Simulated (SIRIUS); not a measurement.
# RbBr under changes of volume

One of the cells (41.053 Å³/atom); the others are scaled copies at fixed shape and fractional positions:

```
Rb Br
1.0
     0.00000    3.44970    3.44970
     3.44970    0.00000    3.44970
     3.44970    3.44970    0.00000
Rb Br
1 1
Direct
  0.00000 0.00000 0.00000
  0.50000 0.50000 0.50000
```

| Quantity | Value |
| --- | --- |
| Program | SIRIUS 7.10.0 |
| Functional | PBEsol |
| Potentials or basis | PseudoDojo 0.4.1 PBEsol standard (scalar relativistic) |
| Cutoff | 629 eV |
| Density cutoff | 2517 eV |
| k mesh | 7 × 7 × 7 |
| Occupations | fermi-dirac, width 0.05 eV |
| Spin | no spin polarisation |

```csv
volume (Å³/atom),energy over the lowest point (meV/atom),pressure (GPa),gap on the mesh (eV)
37.833,5.69,0.9,4.36
38.638,1.97,0.5,4.31
39.443,0.00,0.2,4.26
41.053,?,?,?
41.858,2.68,-0.5,4.13
42.663,5.91,-0.7,4.09
```

What does the run at 41.053 Å³/atom give?

Energy over the lowest point 0.53 meV/atom; pressure -0.3 GPa; gap on the mesh 4.17 eV.

Worked out: A Birch-Murnaghan fit of order 3 (a polynomial in V^(-2/3)) to the other rows has its minimum at 40.08 Å³/atom with B0 = V·E''(V) = 13.9 GPa and B' = 5.1. It gives 0.52 meV/atom at 41.053 Å³/atom, against the run's 0.53, and -dE/dV = -0.3 GPa, against -0.3. A straight line through the other rows of the gap, of slope -2.24 eV per unit of ln V, gives 4.17 eV, against the run's 4.17.

Energies are extrapolated to zero smearing.

Caveats: an odd mesh through Γ misses points on the zone boundary, where band edges often lie. Spin-orbit coupling on Br, Rb is left out.
